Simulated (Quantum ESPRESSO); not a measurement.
V:

```
V
1.0
     2.60429    0.00000    0.00000
    -1.30215    2.25538    0.00000
     0.00000    0.00000    4.72334
V
2
Cartesian
  0.0000 1.5036 1.1808
  1.3021 0.7518 3.5425
```

This isn't the form of V at room conditions, which is bcc.

Base run:

```yaml
Program: Quantum ESPRESSO 7.5
Functional: PBEsol
Potentials_or_basis: GBRV 1.5 PBEsol
Cutoff: 612 eV
Density_cutoff: 4898 eV
k_mesh: 12 × 12 × 6
Occupations: fermi-dirac, width 0.05 eV
Spin: collinear spin, antiferromagnetic start
Starting_moments: "[2.0, -2.0] μB"
Hubbard_terms: V d U = 6 eV
```

Its results: band gap on the k mesh none (metal or under the smearing width); pressure 47.7 GPa; net moment 0.00 μB per cell; site moments V +3.06, -3.06 μB.

**Question.** The run is repeated on the same cell with these changes: hubbard terms from V d U = 6 eV to V d U = 2 eV. What comes out?

**Answer.** Band gap on the k mesh none (metal or under the smearing width); pressure -0.1 GPa; net moment 0.00 μB per cell; site moments V +0.91, -0.91 μB.

Caveats: the U is typed as a test and isn't derived for this compound; a pressure of tens of GPa on the cell as given is suspect, and the run, the potentials or the cell itself is likely at fault (some runs).

Not every run made on this cell is shown here.
